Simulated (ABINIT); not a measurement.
Crystal: Rh.

```
CELL_PARAMETERS angstrom
0.00000 1.89785 1.89785
1.89785 0.00000 1.89785
1.89785 1.89785 0.00000
ATOMIC_POSITIONS crystal
Rh 0.00000 0.00000 0.00000
```

Base run:

- Program: ABINIT 10.8.3 (patched build)
- Functional: revPBE
- Potentials or basis: JTH PAW PBE v2.0
- Cutoff: 544 eV
- k mesh: 12 × 12 × 12
- Occupations: fermi-dirac, width 0.05 eV
- Spin: no spin polarisation

Its results: band gap on the k mesh none (metal or under the smearing width); pressure 10.5 GPa.

After a change of settings the same cell gave: band gap on the k mesh none (metal or under the smearing width); pressure 9.1 GPa. Which change was it?
A. functional from revPBE to PW91
B. functional from revPBE to BP86
C. functional from revPBE to PBEsol
D. functional from revPBE to PBEsol; k mesh from 12 × 12 × 12 to 16 × 16 × 16

B.

Caveats: the PAW data sets were made with another functional, which shifts forces and pressure a little.

Not every run made on this cell is shown here.
